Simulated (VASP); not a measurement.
Input of a VASP 6.6.1 run:

The input INCAR:

```
PREC = Accurate
ENCUT = 600
EDIFF = 1E-7
ISMEAR = 0
SIGMA = 0.03
LREAL = False
LASPH = True
NELM = 80
ALGO = Fast
ISIF = 2
LWAVE = False
LCHARG = False
GGA = PE
IBRION = 2
NSW = 40
EDIFFG = -0.01
```

KPOINTS

```
regular mesh
0
Gamma
  10 10 10
```

File POSCAR:

```
InAs                                    
1.0
    0.0000000000      3.0309687286      3.0309687286
    3.0309687286      0.0000000000      3.0309687286
    3.0309687286      3.0309687286      0.0000000000
  In              As            
     1     1
Direct
     0.0000000000000000    0.0000000000000000    0.0000000000000000
     0.2500000000000000    0.2500000000000000    0.2500000000000000
```

Potentials or basis: VASP PAW PBE potentials, release 64 (In_d, As).

Command:

```sh
$ cat potpaw_PBE.64/In_d/POTCAR potpaw_PBE.64/As/POTCAR > POTCAR
$ mpirun -np 1 vasp_std > vasp.out
```

Q: What does it give for the band gap on the k mesh?

A: None (metal or under the smearing width).

Final structure:
```
In As
1.0
     0.00000    3.03097    3.03097
     3.03097    0.00000    3.03097
     3.03097    3.03097    0.00000
In As
1 1
Cartesian
  0.0000 0.0000 0.0000
  1.5155 1.5155 1.5155
```

Caveat: the relaxation stopped at its first step, so nothing moved.
